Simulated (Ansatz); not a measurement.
The system is SiC (Moissanite).

```
Si C
1.0
     3.07600    0.00000    0.00000
    -1.53800    2.66389    0.00000
     0.00000    0.00000    5.04800
Si C
2 2
Direct
  0.66667 0.33333 0.50000
  0.33333 0.66667 0.00000
  0.66667 0.33333 0.88500
  0.33333 0.66667 0.38500
```

Base run:

| Quantity | Value |
| --- | --- |
| Program | Ansatz 0.2.0 |
| Functional | PBE |
| Potentials or basis | Ansatz PAW earlier set |
| Cutoff | 800 eV |
| Density cutoff | 3200 eV |
| k mesh | 10 × 10 × 5 |
| Occupations | fermi-dirac, width 0.05 eV |
| Spin | no spin polarisation |

Its results: band gap on the k mesh 2.48 eV, indirect (least direct gap 4.08 eV); pressure 3.7 GPa; largest force 0.753 eV/Å.

Task: The run is repeated on the same cell with these changes: potentials or basis from Ansatz PAW earlier set to JTH PAW; cutoff from 800 eV to 780 eV; density cutoff from 3200 eV to 6240 eV. What comes out?

Result: Band gap on the k mesh 2.49 eV, indirect (least direct gap 4.09 eV); pressure 3.1 GPa; largest force 0.748 eV/Å.

Caveats: the k mesh misses the band edges, so the gap on the mesh is wider than the one along the path.

Not every run made on this cell is shown here.
